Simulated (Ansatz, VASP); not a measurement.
# Ni3GeC: VASP beside Ansatz

Aim: how closely do two programs agree when they are given the same cell, functional and k mesh? The cell is taken from a series of runs on this material, whose earlier steps may have relaxed, scaled, displaced or heated it; both programs get it as it stands.

Main program and level: Ansatz 0.2.0; plane waves, with VASP 6.6.1 beside it; relaxation of cell and atoms at PBEsol.

## 1. Set-up

Symmetry: P4/mbm, No. 127, tetragonal system. Conventional cell: a = 5.320 Å, b = 5.320 Å, c = 3.762 Å, α = 90.00°, β = 90.00°, γ = 90.00°. Nearest to Ni lie 2 C at 1.88 Å. Ni has 2 C at 1.93 Å and 2 Ge at 2.36 Å nearest. Nearest to Ge lie 4 Ni at 2.36 Å. C has 6 Ni at 1.88 to 1.93 Å nearest. Farther neighbours are not listed.

## 2. Ansatz: relaxation of cell and atoms, PBEsol, pair 1

Ansatz runs on its PAW soft_1 files.

The relaxed volume is the usual yardstick between codes: in a stiff, nearly cubic crystal its relative difference is about their pressure difference at one cell divided by the bulk modulus.

Input file input.yaml:

```yaml
crystal:
  lattice:
    - [-3.761644871, 0.0, 0.0]
    - [0.0, -3.761644871, -3.761644871]
    - [0.0, -3.761644871, 3.761644871]
  atoms:
    - { symbol: Ni, position: [1.0, 1.0, 0.5] }
    - { symbol: Ni, position: [1.0, 0.5, 0.0] }
    - { symbol: Ni, position: [0.5, 0.1901857412, 0.1901857412] }
    - { symbol: Ni, position: [0.5, 0.8098142588, 0.8098142588] }
    - { symbol: Ni, position: [0.5, 0.3098142588, 0.6901857412] }
    - { symbol: Ni, position: [0.5, 0.6901857412, 0.3098142588] }
    - { symbol: Ge, position: [0.0, 0.5, 0.5] }
    - { symbol: Ge, position: [0.0, 0.0, 0.0] }
    - { symbol: C, position: [0.5, 1.0, 0.5] }
    - { symbol: C, position: [0.5, 0.5, 0.0] }
kpoints:
  mp_grid: { grid: [10, 8, 8] }
hamiltonian:
  xc: pbesol
  pseudopotentials: { kind: paw, azcp: { folder: soft_1 }, xc_functional: pbe }
scf:
  occupations: { method: methfessel_paxton, width: 0.2 }
output:
  forces: true
  stress: true
  eigenvalues: true
relax:
  adjacent_minimum: "off"
  f_tol: 0.002
  max_steps: 120
  cell: { stress_tol: 0.03 }
```

On the command line:

```bash
ansatz run input.yaml --threads 4 --pin off --max-ram 10240MiB --backend cpu --events-out ev --progress --plain --runs-dir out
```

Numbers of over 12 decimals in the logs are rounded to 6 here.

The log of the run:

```text
Engine: ansatz 0.2.0, aarch64-unknown-linux-gnu
Pseudopotentials: kind: paw
Pseudopotential: Ni, paw, valence charge 18, recommended cutoff 420 eV (normal), soft_1/Ni.paw.azcp
Pseudopotential: Ge, paw, valence charge 14, recommended cutoff 420 eV (normal), soft_1/Ge.paw.azcp
Pseudopotential: C, paw, valence charge 4, recommended cutoff 420 eV (normal), soft_1/C.paw.azcp
Functional definition: PBEsol
  exchange = pbesol_x
  correlation = pbesol_c
Crystal: 10 atoms, lattice volume = 106.454 Å³
Basis set: ecut = 420 eV, 2077 PW (Γ), exchange–correlation on 54×72×72 points (8 copies of the dense FFT grid, shifted against one another)
Bands: 87, of which v1, the nominal top of the filled ones, is band 72 counted from 1 (71 counted from 0)
Symmetry: 16 space group operations
Space group: P4/mbm (ITA 127), of the structure as read, at distance tolerance 4.7e-5 Å
k-points: 90 of 640
Non-local potential: Ni, projectors of the file, l = 0: 3, l = 1: 2, l = 2: 3, l = 3: 1
Non-local potential: Ge, projectors of the file, l = 0: 2, l = 1: 2, l = 2: 3, l = 3: 1
Non-local potential: C, projectors of the file, l = 0: 2, l = 1: 2, l = 2: 1
PAW form: soft (Blöchl's): semilocal exchange-correlation on the pseudo side does not see the compensation charge
PAW frozen core: Ni, regenerated for the run's functional, and the local potential with it (the file was generated under x = pbe(κ = 0.804, μ = 0.219515), c = pbe(β = 0.066725))
PAW frozen core: Ge, regenerated for the run's functional, and the local potential with it (the file was generated under x = pbe(κ = 0.804, μ = 0.219515), c = pbe(β = 0.066725))
PAW frozen core: C, regenerated for the run's functional, and the local potential with it (the file was generated under x = pbe(κ = 0.804, μ = 0.219515), c = pbe(β = 0.066725))
PAW one-centre angular grid: Ni, 590 points (default); XC on 64 Gauss nodes
PAW one-centre angular grid: Ge, 590 points (default); XC on 64 Gauss nodes
PAW one-centre angular grid: C, 110 points (default); XC on 64 Gauss nodes
Initial density: superposition of atomic densities (chi_scale 0.1, normalization cell, long waves kept (reshape's long-wave potential 0.00 eV rms))
Initial wavefunctions: pseudopotential atomic-orbital guess
Functional: x = pbesol(κ = 0.804, μ = 0.123457), c = pbesol(β = 0.046)
SCF iter   1: F=—  HF=-43833.173613 eV  |F-HF|=—  |Δ(HF+E_count)|=         —  Δρ=1.02e-1  dr2=1.19e1  ethr=3.10e-3  ⟨swp⟩=5.0  Hψ=23874  notcnv=0  defer=43
preconditioner: auto → Kerker (q_TF=auto, 2.869 Å⁻¹)  [metal: Δε(μ)=0.008 eV  Ē_g=12.363 eV  σ=0.200 eV  W_gap=0.03  n_scr=38 (ndim 8)  ℏωp=35.3 eV  f_vac=0.000  D(μ)=2.80/eV (n_scr^D=18)]
SCF iter   2: F=—  HF=-43831.301073 eV  |F-HF|=—  |Δ(HF+E_count)|=    1.87e0  S|Δr|=    0.00e0  Δρ=4.25e-2  dr2=3.33e0  ethr=3.10e-3  ⟨swp⟩=2.4  Hψ=11748  notcnv=0  defer=600
SCF iter   3: F=—  HF=-43830.497470 eV  |F-HF|=—  |Δ(HF+E_count)|=   8.04e-1  S|Δr|=    0.00e0  Δρ=1.92e-2  dr2=8.01e-1  ethr=2.31e-3  ⟨swp⟩=2.0  Hψ=8520  notcnv=0  defer=607
SCF iter   4: F=—  HF=-43830.314249 eV  |F-HF|=—  |Δ(HF+E_count)|=   1.83e-1  S|Δr|=    0.00e0  Δρ=5.51e-3  dr2=3.22e-2  ethr=5.56e-4  ⟨swp⟩=2.1  Hψ=11286  notcnv=0  defer=607
SCF iter   5: F=—  HF=-43830.309612 eV  |F-HF|=—  |Δ(HF+E_count)|=   4.64e-3  S|Δr|=    0.00e0  Δρ=2.73e-3  dr2=6.79e-3  ethr=2.23e-5  ⟨swp⟩=2.2  Hψ=11122  notcnv=0  defer=607
SCF iter   6: F=—  HF=-43830.304658 eV  |F-HF|=—  |Δ(HF+E_count)|=   4.95e-3  S|Δr|=    0.00e0  Δρ=8.56e-4  dr2=4.13e-4  ethr=4.71e-6  ⟨swp⟩=2.0  Hψ=11627  notcnv=0  defer=607
SCF iter   7: F=—  HF=-43830.304719 eV  |F-HF|=—  |Δ(HF+E_count)|=   6.05e-5  S|Δr|=    0.00e0  Δρ=3.60e-4  dr2=1.08e-4  ethr=2.87e-7  ⟨swp⟩=2.0  Hψ=13341  notcnv=0  defer=607
SCF iter   8: F=—  HF=-43830.304725 eV  |F-HF|=—  |Δ(HF+E_count)|=   6.23e-6  S|Δr|=    0.00e0  Δρ=8.04e-5  dr2=7.09e-6  ethr=7.52e-8  ⟨swp⟩=2.4  Hψ=12039  notcnv=0  defer=607
SCF iter   9: F=—  HF=-43830.304610 eV  |F-HF|=—  |Δ(HF+E_count)|=   1.15e-4  S|Δr|=    0.00e0  Δρ=3.72e-5  dr2=1.63e-6  ethr=4.92e-9  ⟨swp⟩=2.0  Hψ=10621  notcnv=0  defer=607
SCF iter  10: F=—  HF=-43830.304610 eV  |F-HF|=—  |Δ(HF+E_count)|=   1.64e-7  S|Δr|=    0.00e0  Δρ=2.03e-5  dr2=2.60e-7  ethr=1.13e-9  ⟨swp⟩=1.7  Hψ=9353  notcnv=0  defer=607
SCF iter  11: F=-43830.304610 eV  HF=-43830.304610 eV  |F-HF|=4.68e-8  |Δ(HF+E_count)|=   5.07e-8  S|Δr|=    0.00e0  Δρ=6.73e-6  dr2=5.24e-8  ethr=6.94e-11  ⟨swp⟩=10.4  Hψ=35948  notcnv=0
SCF 1 converged in 11 iterations: F = -43830.304610 eV  dr2 = 5.24e-8
  greatest PAW one-centre occupation: 1.001 electrons in one spin orbital (limit 2), on the Ni atom at site 3 (counted from 0), in its partial waves of l = 1
[...]
Initial wavefunctions: pseudopotential atomic-orbital guess (no wavefunctions were taken with the density)
iter 1 solved again at ethr=7.70e-8 eV; its pass at ethr=3.10e-3 eV (dr2=1.11e-4 eV) is discarded
SCF iter   1: F=—  HF=-43830.365649 eV  |F-HF|=—  |Δ(HF+E_count)|=         —  Δρ=3.26e-4  dr2=2.60e-6  ethr=7.70e-8  ⟨swp⟩=3.0  Hψ=47174  notcnv=0
SCF iter   2: F=—  HF=-43830.365546 eV  |F-HF|=—  |Δ(HF+E_count)|=   1.03e-4  S|Δr|=    0.00e0  Δρ=1.67e-4  dr2=9.60e-7  ethr=1.81e-9  ⟨swp⟩=1.9  Hψ=11023  notcnv=0
SCF iter   3: F=—  HF=-43830.365559 eV  |F-HF|=—  |Δ(HF+E_count)|=   1.23e-5  S|Δr|=    0.00e0  Δρ=1.10e-5  dr2=2.59e-8  ethr=6.67e-10  ⟨swp⟩=1.0  Hψ=7830  notcnv=0
SCF iter   4: F=—  HF=-43830.365559 eV  |F-HF|=—  |Δ(HF+E_count)|=   7.24e-9  S|Δr|=    0.00e0  Δρ=1.46e-6  dr2=6.06e-10  ethr=1.80e-11  ⟨swp⟩=2.0  Hψ=14251  notcnv=0
SCF iter   5: F=—  HF=-43830.365559 eV  |F-HF|=—  |Δ(HF+E_count)|=   2.13e-9  S|Δr|=    0.00e0  Δρ=1.35e-6  dr2=3.46e-10  ethr=1.00e-12  ⟨swp⟩=2.0  Hψ=14335  notcnv=0
SCF iter   6: F=—  HF=-43830.365559 eV  |F-HF|=—  |Δ(HF+E_count)|=  6.33e-10  S|Δr|=    0.00e0  Δρ=6.20e-7  dr2=2.65e-10  ethr=1.00e-12  ⟨swp⟩=2.0  Hψ=8730  notcnv=0
SCF iter   7: F=-43830.365559 eV  HF=-43830.365559 eV  |F-HF|=1.46e-11  |Δ(HF+E_count)|=  5.09e-11  S|Δr|=    0.00e0  Δρ=7.02e-8  dr2=6.70e-12  ethr=1.00e-12  ⟨swp⟩=3.5  Hψ=30493  notcnv=0
SCF 7 converged in 7 iterations: F = -43830.365559 eV  dr2 = 6.70e-12
relax step   7: F+E_penalty+E_count = -43830.36555875 eV  Δ(F+E_penalty+E_count) = +6.091e-4 eV  max|allowed force component| = 1.261e-4 eV/Å  Δτ_max = 0.0000 Å  P = -0.000 GPa  Ω = 105.418 Å³  stress off target by 2.48e-2 GPa  SCF on the basis re-selected at this cell (its energy is not comparable with the rows above)  (7 SCF iters)
basis re-selected at this cell: Δ(F+E_penalty+E_count) = +6.091e-4 eV, ΔP = -0.000 GPa vs the last step (what re-selecting the basis moved, of the pressure what is left beyond the Pulay correction that the steps carried, after the strain that the cell walked since its last selection, with what the two solves' SCF thresholds leave and, on support functions, any second-order correction that the steps lacked; it is no m [...]
SCF converged after 7 iterations
Stability not checked: this state was not tested for a lower state beside it, because cold or Methfessel-Paxton smearing, or corrected tetrahedra, fill the levels in a way that the test cannot read (fill_not_monotonic; see scf.lower_state_search)
Free energy (F): -43830.365559 eV
Harris-Foulkes:  -43830.365559 eV  (|F-HF|=1.46e-11)
Internal energy: -43830.380965 eV  (E = F + TS)
E sigma→0 (E₀):  -43830.369410 eV
Entropy (-TS):   0.015407 eV (1.541 meV/atom)
Fermi energy:    17.075648 eV
--- Per-component energies (eV) ---
  E_band       = -1887.678158
  E_kinetic    = 2411.738746
  E_local      = -21389.101483  (includes V_loc(G=0)·N_el)
  E_nonlocal   = -202.992226
  E_hartree    = 11303.127800
  E_xc         = -913.619666
  E_vxc        = -1124.910488  (∫ρ·V_xc dr)
  E_paw        = -13874.179023  (= ΣΔE_a)
  E_vpaw       = -4188.673598  (= ΣTr[D̂ρ^β])
  E_aug_tail   = 0.005436  (compensation charges beyond the density's cutoff)
  E_ewald      = -21168.422362
  E_core_change = 3.061812  (= ΣΔE_core)
  E_smearing   = 0.015407  (= −TS)
  E_closure    = 0.000000  (closes the sum)
  Σ components = -43830.365559   (vs F -43830.365559, Δ=0.00e0)
--- Forces (eV/Å), atoms counted from 1 ---
  atom   1  Ni    -0.00000000     0.00000000    -0.00000000
  atom   2  Ni     0.00000000    -0.00000000    -0.00000000
  atom   3  Ni     0.00000000     0.00012609    -0.00000000
  atom   4  Ni    -0.00000000    -0.00012609     0.00000000
  atom   5  Ni     0.00000000     0.00000000    -0.00012609
  atom   6  Ni    -0.00000000    -0.00000000     0.00012609
  atom   7  Ge     0.00000000    -0.00000000    -0.00000000
  atom   8  Ge     0.00000000     0.00000000     0.00000000
  atom   9  C      0.00000000    -0.00000000    -0.00000000
  atom  10  C      0.00000000     0.00000000     0.00000000
  max |Σ_I F_I| component: 5.20e-18 eV/Å
--- Stress (GPa, compression-positive) ---
        0.024777      -0.000000      -0.000000
       -0.000000      -0.012685      -0.000000
       -0.000000      -0.000000      -0.012685
  P = ⅓ Tr σ = -0.0002 GPa (-0.002 kbar)
--- Band table (eV; the first three rows and the last of 90) ---
  k-point 0: bands = [... 68 lower, 15.9071, 15.9761, 16.7986, 16.7986, 17.6288, 17.8399, 18.6913, 18.6913, ... 11 higher]
  k-point 1: bands = [... 68 lower, 15.9590, 15.9629, 16.6893, 16.7806, 17.6833, 17.7609, 18.7437, 18.7758, ... 11 higher]
  k-point 2: bands = [... 68 lower, 16.0986, 16.1286, 16.5040, 16.8393, 17.5324, 17.7364, 18.8748, 18.9491, ... 11 higher]
  k-point 89: bands = [... 68 lower, 16.2123, 16.2123, 16.3359, 16.3359, 18.0497, 18.0497, 20.3812, 20.3812, ... 11 higher]
--- Relaxed structure (6 steps of the walk, 6 accepted, 1 SCFs on fresh bases) ---
  F+E_penalty+E_count = -43830.36555875 eV   max|allowed force component| = 1.261e-4 eV/Å   (the final SCF, on the basis selected at the relaxed cell)
  cell:  # Å, volume = 105.4178 Å³
    - [-3.819662, 0, 0]
    - [0, -3.714750, -3.714750]
    - [0, -3.714750, 3.714750]
  atoms:
    - { symbol: Ni, position: [1.000000, 1.0, 0.500000] }
    - { symbol: Ni, position: [1.000000, 0.5, 0.0] }
    - { symbol: Ni, position: [0.500000, 0.193994, 0.193994] }
    - { symbol: Ni, position: [0.500000, 0.806006, 0.806006] }
    - { symbol: Ni, position: [0.500000, 0.306006, 0.693994] }
    - { symbol: Ni, position: [0.500000, 0.693994, 0.306006] }
    - { symbol: Ge, position: [0, 0.5, 0.5] }
    - { symbol: Ge, position: [0, 0, -1.2672917275893485e-19] }
    - { symbol: C, position: [0.500000, 1.0, 0.500000] }
    - { symbol: C, position: [0.500000, 0.5, 0.0] }
```

In the SCF lines HF is the Harris–Foulkes energy and dr2 the Hartree energy of the density residual, in eV; the loop may stop once dr2 is under the threshold and the program's other checks hold. Hψ counts applications of the Hamiltonian.

(Continued in part 2 of 3.)

[Lines on the potential files, build, host, timing and source positions are cut from VASP's logs without a mark.]

[Logs are printed without paths, hosts, clocks, repeated set-up lines and the standing remarks that a program may print on its own settings, such as how far it seeks lower states.]

[Hosts, paths, dates, database ids (printed as entryN), source tags and the programs' standing remarks are cut or masked in the printed files.]
